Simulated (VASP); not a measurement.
# Ge (Fd-3m) in VASP: a series of runs, part 2 of 2

VASP 6.6.1. The steps go on from the part before.

**3. Single point, PBE (a relaxed cell with its volume scaled by 0.94)**

INCAR reads:

```
SYSTEM = Ge
PREC     = Accurate       ! precision mode
ENCUT    = 520            ! plane-wave cutoff, eV
EDIFF    = 1E-7           ! SCF threshold, eV
ISMEAR   = 0              ! smearing method
SIGMA    = 0.02           ! smearing width, eV
LREAL    = .FALSE.        ! projectors in reciprocal space
LASPH    = .TRUE.         ! aspherical terms in the spheres
NELM     = 80             ! most SCF steps
ALGO     = Normal         ! electronic algorithm
ISIF     = 2              ! what is computed and relaxed
LWAVE    = .FALSE.        ! write WAVECAR
LCHARG   = .FALSE.        ! write CHGCAR
GGA      = PE             ! functional
NBANDS   = 11             ! bands
```

KPOINTS reads:

```
Automatic mesh
0
G
  10 10 10
  0 0 0
```

POSCAR reads:

```
Ge                                      
1.0
    0.0000000000      2.8319304102      2.8319304102
    2.8319304102      0.0000000000      2.8319304102
    2.8319304102      2.8319304102      0.0000000000
  Ge            
     2
Direct
     0.0000000000000000    0.0000000000000000    0.0000000000000000
     0.2500000000000000    0.2500000000000000    0.2500000000000000
```

Potentials or basis: VASP PAW PBE potentials, release 64 (Ge).

Launch:

```bash
$ cat potpaw_PBE.64/Ge/POTCAR > POTCAR
$ mpirun -np 1 vasp_std > vasp.out
```

OUTCAR:

```text
SYSTEM = Ge
   PREC = Accurate
   ENCUT = 520
   EDIFF = 1E-7
   ISMEAR = 0
   LREAL = .FALSE.
   LASPH = .TRUE.
   NELM = 80
   ISIF = 2
   GGA = PE

 ion  position               nearest neighbor table
   1  0.000  0.000  0.000-   2 2.45   2 2.45   2 2.45   2 2.45
   2  0.250  0.250  0.250-   1 2.45   1 2.45   1 2.45   1 2.45

  LATTYP: Found a face centered cubic cell.
 ALAT       =     5.6638608204

  Lattice vectors:

 A1 = (   0.0000000000,   2.8319304102,   2.8319304102)
 A2 = (   2.8319304102,   0.0000000000,   2.8319304102)
 A3 = (   2.8319304102,   2.8319304102,   0.0000000000)

Analysis of symmetry for initial positions (statically):
=====================================================================
 Subroutine PRICEL returns:
 Original cell was already a primitive cell.

 Routine SETGRP: Setting up the symmetry group for a
 face centered cubic supercell.

 Subroutine GETGRP returns: Found 48 space group operations
 (whereof 24 operations were pure point group operations)
 out of a pool of 48 trial point group operations.

The static configuration has the point symmetry T_d .
 The point group associated with its full space group is O_h .

Analysis of symmetry for dynamics (positions and initial velocities):
=====================================================================
 Subroutine PRICEL returns:
 Original cell was already a primitive cell.

 Routine SETGRP: Setting up the symmetry group for a
 face centered cubic supercell.

 Subroutine GETGRP returns: Found 48 space group operations
 (whereof 24 operations were pure point group operations)
 out of a pool of 48 trial point group operations.

The dynamic configuration has the point symmetry T_d .
 The point group associated with its full space group is O_h .

 Subroutine INISYM returns: Found 48 space group operations
 (whereof 24 operations are pure point group operations),
 and found     1 'primitive' translations

----------------------------------------------------------------------------------------

                                     Primitive cell

[... 120 lines left out ...]
   LRPA    =     F    only Hartree local field effects (RPA)
 non-spin polarized calculation
 Gauss-broadening in eV      SIGMA  =   0.02
  energy-cutoff  :      520.00
  volume of cell :       45.42
 maximum number of plane-waves:      1243
 NGX is ok and might be reduce to    30
   NGX = 15   NGY = 15   NGZ = 15

 number of electron       8.0000000 magnetization

 Free energy of the ion-electron system (eV)
  ---------------------------------------------------
  ext. energy  EPLUGINS =         0.00000000
  ---------------------------------------------------
  free energy    TOTEN  =        -8.95000043 eV

  energy without entropy =       -8.94998200  energy(sigma->0) =       -8.94999121

 E-fermi :   3.7639     XC(G=0):  -9.1216

 val. band max:        3.7424157447   @ k =   0.0000   0.0000   0.0000
 cond. band min:       3.7761443988   @ k =   0.0000   0.0000   0.0000
 fundamental gap:      0.0337286541
 Fermi energy:         3.7638952693

 k-point     1 :       0.0000    0.0000    0.0000
  band No.  band energies     occupation
      1      -9.0101      2.00000
      2       3.7424      1.87120
      3       3.7424      1.87120
      4       3.7424      1.87120
      5       3.7761      0.38641
      6       6.2793      0.00000
      7       6.2793      0.00000
      8       6.2793      0.00000
      9      10.1417      0.00000
     10      12.9988      0.00000
     11      12.9988      0.00000
[... 309 lines left out ...]
 k-point    24 :       0.4000    0.3000    0.0000
  band No.  band energies     occupation
      1      -7.0030      2.00000
      2      -2.8405      2.00000
      3       0.7222      2.00000
      4       1.1120      2.00000
      5       4.7276      0.00000
      6       5.9136      0.00000
      7      10.3896      0.00000
      8      10.9197      0.00000
      9      13.3812      0.00000
     10      15.2235      0.00000
     11      15.3448      0.00000

 [... further k-points ...]

------------------------ aborting loop because EDIFF is reached ----------------------------------------

  FORCE on cell =-STRESS in cart. coord.  units (eV):
  Direction    XX          YY          ZZ          XY          YZ          ZX
  --------------------------------------------------------------------------------------
  -------------------------------------------------------------------------------------
  Total        1.1938102      1.1938102      1.1938102     -0.0000000      0.0000000     -0.0000000
  in kB       42.1083406     42.1083406     42.1083406     -0.0000000      0.0000000     -0.0000000
  external PRESSURE =      42.1083406 kB  Pullay stress =       0.0000000 kB

 VOLUME and BASIS-vectors are now :
 -----------------------------------------------------------------------------
  energy-cutoff  :      520.00
  volume of cell :       45.42
      direct lattice vectors                 reciprocal lattice vectors
     0.000000000  2.831930410  2.831930410    -0.176558011  0.176558011  0.176558011
     2.831930410  0.000000000  2.831930410     0.176558011 -0.176558011  0.176558011
     2.831930410  2.831930410  0.000000000     0.176558011  0.176558011 -0.176558011

 POSITION                                       TOTAL-FORCE (eV/Angst)
 -----------------------------------------------------------------------------------
      0.00000      0.00000      0.00000        -0.000000     -0.000000     -0.000000
      1.41597      1.41597      1.41597         0.000000      0.000000      0.000000
 -----------------------------------------------------------------------------------
    total drift:                               -0.000000     -0.000000      0.000000

  FREE ENERGIE OF THE ION-ELECTRON SYSTEM (eV)
  ---------------------------------------------------
  free  energy   TOTEN  =        -8.9500004314 eV

  energy  without entropy=       -8.9499819951  energy(sigma->0) =       -8.94999121
```

OSZICAR:

```text
N       E                     dE             d eps       ncg     rms          rms(c)
DAV:   1     0.134248845681E+02    0.13425E+02   -0.32946E+03  1034   0.602E+02
DAV:   2    -0.827762536171E+01   -0.21703E+02   -0.20811E+02  1330   0.856E+01
DAV:   3    -0.903541759553E+01   -0.75779E+00   -0.75582E+00  1320   0.154E+01
DAV:   4    -0.903787634152E+01   -0.24587E-02   -0.24586E-02  1205   0.942E-01
DAV:   5    -0.903788001938E+01   -0.36779E-05   -0.36777E-05  1224   0.416E-02    0.304E+00
DAV:   6    -0.897879563934E+01    0.59084E-01   -0.27264E-02  1148   0.766E-01    0.187E+00
DAV:   7    -0.894876377687E+01    0.30032E-01   -0.61630E-02  1154   0.120E+00    0.121E-01
DAV:   8    -0.894981137498E+01   -0.10476E-02   -0.19423E-03  1144   0.209E-01    0.322E-02
DAV:   9    -0.894999426089E+01   -0.18289E-03   -0.16827E-04  1235   0.746E-02    0.223E-02
DAV:  10    -0.894999959222E+01   -0.53313E-05   -0.19765E-05  1124   0.261E-02    0.619E-03
DAV:  11    -0.895000004862E+01   -0.45640E-06   -0.76616E-07  1282   0.415E-03    0.140E-03
DAV:  12    -0.895000038097E+01   -0.33234E-06   -0.64007E-08  1096   0.162E-03    0.166E-04
DAV:  13    -0.895000043142E+01   -0.50453E-07   -0.31792E-09   577   0.352E-04
   1 F= -.89500004E+01 E0= -.89499912E+01  d E =-.184363E-04
```

stdout:

```text
POSCAR found type information on POSCAR Ge
 POSCAR found :  1 types and       2 ions
 scaLAPACK will be used
 LDA part: xc-table for (Slater+PW92), standard interpolation
 POSCAR, INCAR and KPOINTS ok, starting setup
 FFT: planning ... GRIDC
 FFT: planning ... GRID_SOFT
 FFT: planning ... GRID
 WAVECAR not read
 entering main loop
```

It took 9.9 s on 1 thread of Intel Xeon 6975P-C (Granite Rapids), shared host; peak memory 0.17 GiB.

What came out:

```yaml
Free_energy: -8.9500 eV
Pressure: 4.2 GPa
Band_gap_on_the_k_mesh: 0.03 eV, direct
```

A k mesh can miss the band edges.
